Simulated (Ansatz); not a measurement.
MgS under changes of volume

One of the cells (22.670 Å³/atom); the others are scaled copies at fixed shape and fractional positions:

```xyz
4
Lattice="4.0346 0.0000 0.0000 -2.0173 3.4941 0.0000 0.0000 0.0000 6.4323" Properties=species:S:1:pos:R:3 pbc="T T T"
S     2.0173    1.1647    5.6556
S     0.0000    2.3294    2.4394
Mg    0.0000    2.3294    6.4050
Mg    2.0173    1.1647    3.1888
```

The cell comes from a database or a generator and needn't be the stable form of this composition.

```yaml
Program: Ansatz 0.2.0
Functional: PBEsol
Potentials_or_basis: all-electron LAPW, scalar-relativistic
Cutoff: 209 eV (chosen from the basis error)
Basis_error_allowed: 0.001 eV/atom
k_mesh: 8 × 8 × 4
Occupations: fermi-dirac, width 0.05 eV
Spin: no spin polarisation
```

```csv
volume (Å³/atom),energy over the lowest point (meV/atom),pressure (GPa),gap on the mesh (eV),largest force (eV/Å)
21.309,13.07,3.6,3.57,0.037
21.763,4.93,2.2,3.47,0.040
22.216,0.70,0.9,3.37,0.042
22.670,0.00,-0.3,3.27,0.045
23.123,?,?,?,?
23.576,7.88,-2.4,3.08,0.049
24.030,15.87,-3.3,3.00,0.050
```

Q: What does the run at 23.123 Å³/atom give?

A: Energy over the lowest point 2.50 meV/atom; pressure -1.4 GPa; gap on the mesh 3.17 eV; largest force 0.047 eV/Å.

Worked out: A Birch-Murnaghan fit of order 3 (a polynomial in V^(-2/3)) to the other rows has its minimum at 22.54 Å³/atom with B0 = V·E''(V) = 58 GPa and B' = 4.0 at fixed shape and positions, which overstates the stiffness. It gives 2.50 meV/atom at 23.123 Å³/atom, against the run's 2.50, and -dE/dV = -1.4 GPa, against -1.4. A straight line through the other rows of the gap, of slope -4.78 eV per unit of ln V (its deformation potential), gives 3.18 eV, against the run's 3.17.

Energies are extrapolated to zero smearing.
